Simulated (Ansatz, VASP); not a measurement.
One calculation of Bi2Se3 (Paraguanajuatite), two programs

The input INCAR:

```
  PREC = Accurate
  ENCUT = 520
  EDIFF = 1E-7
  ISMEAR = -1
  SIGMA = 0.05
  LREAL = False
  LASPH = True
  NELM = 100
  ALGO = Normal
  ISIF = 2
  LWAVE = False
  LCHARG = False
  GGA = PS
  NBANDS = 32
  KPAR = 2
```

Contents of KPOINTS:

```
Automatic mesh
0
Gamma
  8 8 8
```

The input POSCAR:

```
Bi2Se3
1.0
    2.0852189429      1.2039017179      9.6085493036
   -2.0852189429      1.2039017179      9.6085493036
    0.0000000000     -2.4078034360      9.6085493036
Bi Se
2 3
Direct
    0.5992000000      0.5992000000      0.5992000000
    0.4008000000      0.4008000000      0.4008000000
    0.7883000000      0.7883000000      0.7883000000
    0.2117000000      0.2117000000      0.2117000000
    0.0000000000      0.0000000000      0.0000000000
```

The input input.yaml:

```yaml
crystal:
  lattice:
    - [2.0852189429, 1.2039017179, 9.6085493036]
    - [-2.0852189429, 1.2039017179, 9.6085493036]
    - [0.0, -2.407803436, 9.6085493036]
  atoms:
    - { symbol: Bi, position: [0.5992, 0.5992, 0.5992] }
    - { symbol: Bi, position: [0.4008, 0.4008, 0.4008] }
    - { symbol: Se, position: [0.7883, 0.7883, 0.7883] }
    - { symbol: Se, position: [0.2117, 0.2117, 0.2117] }
    - { symbol: Se, position: [0.0, 0.0, 0.0] }
hamiltonian:
  xc: pbesol
  pseudopotentials: { kind: paw }
kpoints:
  mp_grid: { grid: [8, 8, 8] }
scf:
  occupations: { method: fermi_dirac, width: 0.05 }
output:
  forces: true
  stress: true
  eigenvalues: true
```

Change from the starting cell: volume scaled by 1.02.

Alike in both runs: task single point; functional PBEsol; k mesh 8 × 8 × 8; occupations fermi-dirac, width 0.05 eV; no spin polarisation.

|  | VASP | Ansatz |
| --- | --- | --- |
| version | VASP 6.6.1 | Ansatz 0.2.0 |
| potentials or method | VASP PAW PBE potentials, release 64 (Bi_d, Se) | Ansatz PAW |
| plane-wave cutoff (eV) | 520 | 420 |
| valence electrons in the cell | 48 | 78 |

```tsv
	VASP	Ansatz	Ansatz less VASP
gap on the k mesh at the Fermi level (eV)	0.15	0.15	+0.003
least direct gap on the mesh (eV)	0.15	0.15	+0.003
pressure (GPa)	-1.5	-1.5	-0.04
rms of the force components (eV/Å)	0.047	0.047	+0.0003
```

Atom by atom the forces differ by 0.007 eV/Å (rms over components). The functional is the same, so the differences come from potentials, cutoffs and numerics. The two sets of potentials don't hold the same shells in valence.

Caveats: spin-orbit coupling is left out, which as a rule narrows the gap of such compounds by several tenths of an eV; the PAW data sets were made with another functional, which shifts forces and pressure a little (VASP); the PAW data sets come from PBE, with cores solved anew for the run's functional, which leaves a small shift of forces and pressure (Ansatz). A k mesh can miss the band edges.
